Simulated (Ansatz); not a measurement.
## HfN: pressure against volume, fitted

```xyz
2
Lattice="0.0000 2.2590 2.2590 2.2590 0.0000 2.2590 2.2590 2.2590 0.0000" Properties=species:S:1:pos:R:3 pbc="T T T"
Hf    0.0000    0.0000    0.0000
N     2.2590    2.2590    2.2590
```

Atom numbers follow the list: Hf1, N2.

The cell comes from COD entry 1539063, which wasn't checked; take it as a given geometry.

Spin polarisation is left out, and whether a magnetic state lies lower isn't shown here.

No spin–orbit coupling, which matters for the heavy atoms here.

Method: DFT, PBE, all-electron LAPW, scalar-relativistic (Ansatz 0.2.0).

Settings: a Γ-centred 10×10×10 k mesh, Fermi–Dirac smearing of 0.03 eV, basis error target 1 meV/atom, no spin polarisation.

The cell is scaled evenly. Fractional coordinates are held (clamped ions).

```
V (Å³/atom)  P (GPa)
     10.836    25.65
     11.067    18.22
     11.297    11.53
     11.413     8.44
     11.528     5.50
     11.643     2.71
     11.758     0.06
     11.989    -4.84
```

(1) Fit a third-order Birch–Murnaghan curve to the pressures.

(2) Predict the pressure at the withheld volume, 12.220 Å³/atom.

Results:

(1) P = (3B0/2)(y^(7/2) − y^(5/2))[1 + (3/4)(B0′ − 4)(y − 1)] with y = (V0/V)^(2/3) fits within 0.01 GPa for V0 = 11.761 Å³/atom, B0 = 263.0 GPa and B0′ = 4.25.

(2) There y = 0.9748, so the fit gives -9.27 GPa; the run gave -9.26 GPa.
